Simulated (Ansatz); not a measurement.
# HgTe (Fm-3m) in Ansatz: notebook

Runs on HgTe. Level: PBE. Tasks: single point.

Everything below comes from runs of Ansatz 0.2.0. Logs are shortened: lines on timing, memory, paths and dates and some standing lists are left out, and cuts for length are marked.

## Step 1: Starting point

It takes space group Fm-3m (No. 225, cubic). Conventional cell: a = 6.360 Å, b = 6.360 Å, c = 6.360 Å, α = 90.00°, β = 90.00°, γ = 90.00°. Around Hg (site symmetry m-3m) lie 6 Te at 3.18 Å. Around Te (site symmetry m-3m) lie 6 Hg at 3.18 Å.

Measurements of this composition are mostly on another form, of space group No. 216.

## Step 2: Single point, PBE

input.yaml

```yaml
crystal:
  lattice:
    - [0.0, 3.18, 3.18]
    - [3.18, 0.0, 3.18]
    - [3.18, 3.18, 0.0]
  atoms:
    - { symbol: Hg, position: [0.0, 0.0, 0.0] }
    - { symbol: Te, position: [0.5, 0.5, 0.5] }
hamiltonian:
  xc: pbe
  pseudopotentials: { kind: paw }
kpoints:
  mp_grid: { grid: [7, 7, 7] }
scf:
  occupations: { method: gaussian, width: 0.019 }
output:
  forces: true
  stress: true
  eigenvalues: true
```

Potentials or basis: Ansatz PAW.

Command:

```bash
> ansatz run input.yaml --threads 2 --pin off --max-ram 5632MiB --backend cpu --events-out ev --progress --plain --runs-dir out
```

Output:

```text
Warning: RAYON_NUM_THREADS=2 ignored (pool sized by the plan → 2); use --threads N
Engine: ansatz 0.2.0, aarch64-unknown-linux-gnu
Pseudopotentials: kind: paw
Pseudopotential: Hg, paw, valence charge 20, recommended cutoff 420 eV (normal), Hg.paw.azcp
Pseudopotential: Te, paw, valence charge 16, recommended cutoff 420 eV (normal), Te.paw.azcp
Functional definition: PBE
  parameter kappa = 0.804
  parameter beta = 0.06672455060314922
  exchange = pbe_x(kappa = kappa, mu = beta*pi^2/3)
  correlation = pbe_c(beta = beta)
Crystal: 2 atoms, lattice volume = 64.315 Å³
Basis set: ecut = 420 eV, 1243 PW (Γ), exchange–correlation on 64×64×64 points (8 copies of the dense FFT grid, shifted against one another)
Bands: 22, of which v1, the nominal top of the filled ones, is band 18 counted from 1 (17 counted from 0)
Symmetry: 48 space group operations
Space group: Fm-3m (ITA 225), of the structure as read, at distance tolerance 4.0e-5 Å
k-points: 20 of 343
Non-local potential: Hg, projectors of the file, l = 0: 3, l = 1: 2, l = 2: 2, l = 3: 1
Non-local potential: Te, projectors of the file, l = 0: 2, l = 1: 2, l = 2: 2, l = 3: 2
PAW form: soft (Blöchl's): semilocal exchange-correlation on the pseudo side does not see the compensation charge
PAW one-centre angular grid: Hg, 590 points (default); XC on 64 Gauss nodes
PAW one-centre angular grid: Te, 590 points (default); XC on 64 Gauss nodes
Initial density: superposition of atomic densities (neutral atoms: chi_scale 0, normalization atom), corrected by the library's trained network
Initial wavefunctions: pseudopotential atomic-orbital guess
Functional: x = pbe(κ = 0.804, μ = 0.2195149727645171), c = pbe(β = 0.06672455060314922)
SCF iter   1: F=—  HF=-20793.376059 eV  |F-HF|=—  |Δ(HF+E_count)|=         —  Δρ=8.01e-4  dr2=5.58e-4  ethr=1.77e-3  ⟨swp⟩=6.1  Hψ=2075  notcnv=0
preconditioner: auto → LDOS  [insulator: Δε(μ)=0.114 eV  Ē_g=9.902 eV  σ=0.019 eV  W_gap=0.75  n_scr=14 (ndim 8)  ℏωp=19.6 eV  f_vac=0.047  D(μ)=1.66/eV (n_scr^D=14)  ε∞_Penn≈4.9  β→1.0]
SCF iter   2: F=—  HF=-20793.376356 eV  |F-HF|=—  |Δ(HF+E_count)|=   2.97e-4  Δρ=5.51e-4  dr2=1.39e-4  ethr=1.55e-6  ⟨swp⟩=3.0  Hψ=1150  notcnv=0  defer=3
SCF iter   3: F=—  HF=-20793.376324 eV  |F-HF|=—  |Δ(HF+E_count)|=   3.16e-5  Δρ=1.32e-4  dr2=1.51e-5  ethr=3.87e-7  ⟨swp⟩=2.0  Hψ=785  notcnv=0  defer=3
SCF iter   4: F=—  HF=-20793.376318 eV  |F-HF|=—  |Δ(HF+E_count)|=   6.08e-6  Δρ=2.39e-5  dr2=4.50e-7  ethr=4.20e-8  ⟨swp⟩=2.0  Hψ=617  notcnv=0  defer=3
iter 5 did not close the SCF: its close was put off for the readings that it lacked (scf_convergence_deferred on its scf_iter line)
SCF iter   5: F=-20793.376318 eV  HF=-20793.376318 eV  |F-HF|=2.30e-9  |Δ(HF+E_count)|=   1.10e-7  Δρ=3.89e-6  dr2=8.71e-9  ethr=1.25e-9  ⟨swp⟩=2.0  Hψ=618  notcnv=0  defer=3
SCF iter   6: F=-20793.376318 eV  HF=-20793.376318 eV  |F-HF|=1.09e-11  |Δ(HF+E_count)|=   6.37e-9  Δρ=4.53e-7  dr2=1.03e-10  ethr=2.42e-11  ⟨swp⟩=2.5  Hψ=1590  notcnv=0
SCF 1 converged in 6 iterations: F = -20793.376318 eV  dr2 = 1.03e-10
SCF converged after 6 iterations
Free energy (F): -20793.376318 eV
Harris-Foulkes:  -20793.376318 eV  (|F-HF|=1.09e-11)
Internal energy: -20793.376020 eV  (E = F + TS)
E sigma→0 (E₀):  -20793.376169 eV
Entropy (-TS):   -0.000299 eV (-0.149 meV/atom)
Fermi energy:    9.029153 eV
--- Per-component energies (eV) ---
  E_band       = -741.806683
  E_kinetic    = 780.979631
  E_local      = -4285.722048  (includes V_loc(G=0)·N_el)
  E_nonlocal   = -237.496630
  E_hartree    = 2092.890678
  E_xc         = -342.932328
  E_vxc        = -364.001377  (∫ρ·V_xc dr)
  E_paw        = -14606.748123  (= ΣΔE_a)
  E_vpaw       = -821.348426  (= ΣTr[D̂ρ^β])
  E_aug_tail   = 0.000743  (compensation charges beyond the density's cutoff)
  E_ewald      = -4194.347942
  E_smearing   = -0.000299  (= −TS)
  E_closure    = 0.000000  (closes the sum)
  Σ components = -20793.376318   (vs F -20793.376318, Δ=0.00e0)
--- Forces (eV/Å), atoms counted from 1 ---
  atom   1  Hg    -0.00000000     0.00000000    -0.00000000
  atom   2  Te     0.00000000    -0.00000000     0.00000000
  max |Σ_I F_I| component: 2.42e-29 eV/Å
--- Stress (GPa, compression-positive) ---
       -3.751925       0.000000       0.000000
        0.000000      -3.751925       0.000000
       -0.000000       0.000000      -3.751925
  P = ⅓ Tr σ = -3.7519 GPa (-37.519 kbar)
--- Band table (eV; the first three rows and the last of 20) ---
  k-point 0: bands = ["-105.3106", "-53.7604", "-53.7604", "-53.7604", "-27.4226", "-27.4226", "-27.4226", "-27.4213", "-27.4213", "-2.2372", "2.7370", "2.7370", "2.7858", "2.7858", "2.7858", "7.6420", "8.4683", "8.4683", "8.4683", "16.4767", "16.4767", "16.4767"]
  k-point 1: bands = ["-105.3106", "-53.7605", "-53.7604", "-53.7604", "-27.4225", "-27.4225", "-27.4225", "-27.4212", "-27.4212", "-2.1029", "2.6921", "2.6921", "2.7716", "2.8046", "2.8046", "6.3317", "8.5843", "8.5843", "9.7175", "14.8290", "15.3976", "15.3976"]
  k-point 2: bands = ["-105.3106", "-53.7605", "-53.7604", "-53.7604", "-27.4224", "-27.4223", "-27.4223", "-27.4211", "-27.4211", "-1.7578", "2.5887", "2.5887", "2.7070", "2.8545", "2.8545", "4.9428", "8.8682", "8.8682", "10.9103", "13.2978", "14.0830", "14.0830"]
  k-point 19: bands = ["-105.3106", "-53.7605", "-53.7605", "-53.7605", "-27.4223", "-27.4221", "-27.4216", "-27.4213", "-27.4209", "-1.3589", "2.5991", "2.7514", "2.8149", "2.9429", "3.1540", "4.9970", "6.2324", "7.0675", "10.2408", "13.7623", "15.4489", "16.0251"]
```

Run time: 1 s. Hardware: 2 threads of Arm Neoverse V1, shared host; peak memory 0.33 GiB.

Results:

```yaml
Free_energy: -20793.3763 eV
Pressure: -3.8 GPa
Band_gap_on_the_k_mesh: none (metal or under the smearing width)
```

Levels at points of the mesh, in eV from the Fermi level:
```tsv
k point	band 14	band 15	band 16	band 17	band 18	band 19	band 20	band 21	band 22
(0.00, 0.00, 0.00)	-6.24	-6.24	-1.39	-0.56	-0.56	-0.56	7.45	7.45	7.45
```

The run has no spin-orbit coupling, so splittings on Hg, Te are missing.

## Step 3: Single point, PBE

Changes to input.yaml since step 2:

```diff
@@ -14,3 +14,3 @@
 scf:
-  occupations: { method: gaussian, width: 0.019 }
+  occupations: { method: gaussian, width: 0.021 }
 output:
```

Potentials or basis: Ansatz PAW.

Command:

```bash
> ansatz run input.yaml --threads 2 --pin off --max-ram 5632MiB --backend cpu --events-out ev --progress --plain --runs-dir out
```

Output:

```text
Warning: RAYON_NUM_THREADS=2 ignored (pool sized by the plan → 2); use --threads N
[... 9 set-up lines as earlier in the session ...]
Crystal: 2 atoms, lattice volume = 64.315 Å³
Basis set: ecut = 420 eV, 1243 PW (Γ), exchange–correlation on 64×64×64 points (8 copies of the dense FFT grid, shifted against one another)
Bands: 22, of which v1, the nominal top of the filled ones, is band 18 counted from 1 (17 counted from 0)
[... 40 lines left out ...]
  E_smearing   = -0.000330  (= −TS)
  E_closure    = 0.000000  (closes the sum)
  Σ components = -20793.376350   (vs F -20793.376350, Δ=0.00e0)
--- Forces (eV/Å), atoms counted from 1 ---
  atom   1  Hg    -0.00000000     0.00000000     0.00000000
  atom   2  Te     0.00000000    -0.00000000    -0.00000000
  max |Σ_I F_I| component: 4.34e-29 eV/Å
--- Stress (GPa, compression-positive) ---
       -3.751920       0.000000       0.000000
        0.000000      -3.751920       0.000000
        0.000000       0.000000      -3.751920
  P = ⅓ Tr σ = -3.7519 GPa (-37.519 kbar)
--- Band table (eV; the first three rows and the last of 20) ---
  k-point 0: bands = ["-105.3106", "-53.7604", "-53.7604", "-53.7604", "-27.4225", "-27.4225", "-27.4225", "-27.4212", "-27.4212", "-2.2372", "2.7370", "2.7370", "2.7858", "2.7858", "2.7858", "7.6420", "8.4683", "8.4683", "8.4683", "16.4767", "16.4767", "16.4767"]
  k-point 1: bands = ["-105.3106", "-53.7605", "-53.7604", "-53.7604", "-27.4225", "-27.4224", "-27.4224", "-27.4212", "-27.4212", "-2.1029", "2.6921", "2.6921", "2.7716", "2.8046", "2.8046", "6.3317", "8.5843", "8.5843", "9.7175", "14.8290", "15.3976", "15.3976"]
  k-point 2: bands = ["-105.3106", "-53.7605", "-53.7605", "-53.7605", "-27.4224", "-27.4223", "-27.4223", "-27.4210", "-27.4210", "-1.7578", "2.5887", "2.5887", "2.7070", "2.8545", "2.8545", "4.9428", "8.8683", "8.8683", "10.9103", "13.2978", "14.0830", "14.0830"]
  k-point 19: bands = ["-105.3106", "-53.7605", "-53.7605", "-53.7605", "-27.4223", "-27.4220", "-27.4216", "-27.4213", "-27.4208", "-1.3588", "2.5991", "2.7514", "2.8149", "2.9429", "3.1540", "4.9970", "6.2324", "7.0675", "10.2408", "13.7623", "15.4489", "16.0251"]
```

Run time: 1.1 s. Hardware: 2 threads of Arm Neoverse V1, shared host; peak memory 0.33 GiB.

Results:

* Free energy: -20793.3763 eV
* Pressure: -3.8 GPa
* Band gap on the k mesh: none (metal or under the smearing width)

Spin-orbit coupling is left out, which matters for the levels of Hg, Te.
